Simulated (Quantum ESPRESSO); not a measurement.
NaI under changes of volume

One of the cells (33.899 Å³/atom); the others are scaled copies at fixed shape and fractional positions:

```
I Na
1.0
     0.00000    3.23640    3.23640
     3.23640    0.00000    3.23640
     3.23640    3.23640    0.00000
I Na
1 1
Direct
  0.50000 0.50000 0.50000
  0.00000 0.00000 0.00000
```

```yaml
Program: Quantum ESPRESSO 7.5
Functional: r2SCAN
Potentials_or_basis: SG15 PBE 1.2
Cutoff: 1020 eV
Density_cutoff: 4082 eV
k_mesh: 5 × 5 × 5
Occupations: fermi-dirac, width 0.05 eV
Spin: no spin polarisation
```

| volume (Å³/atom) | energy over the lowest point (meV/atom) | pressure (GPa) | gap on the mesh (eV) |
| --- | --- | --- | --- |
| 31.865 | 4.22 | 0.8 | 4.61 |
| 32.543 | ? | ? | ? |
| 33.221 | 0.00 | 0.0 | 4.47 |
| 33.899 | 0.30 | -0.3 | 4.41 |
| 34.577 | 1.99 | -0.6 | 4.36 |
| 35.255 | 4.86 | -0.9 | 4.30 |
| 35.933 | 8.79 | -1.1 | 4.25 |

What does the run at 32.543 Å³/atom give?

Energy over the lowest point 1.22 meV/atom; pressure 0.4 GPa; gap on the mesh 4.54 eV.

Worked out: A Birch-Murnaghan fit of order 3 (a polynomial in V^(-2/3)) to the other rows has its minimum at 33.41 Å³/atom with B0 = V·E''(V) = 17.4 GPa and B' = 5.3. It gives 1.23 meV/atom at 32.543 Å³/atom, against the run's 1.22, and -dE/dV = 0.5 GPa, against 0.4. A straight line through the other rows of the gap, of slope -2.98 eV per unit of ln V (its deformation potential), gives 4.54 eV, against the run's 4.54.

Energies are extrapolated to zero smearing.

Caveats: the potentials were made for another functional, which shifts forces and pressure; spin-orbit coupling is left out, which moves the levels of the heavy elements.
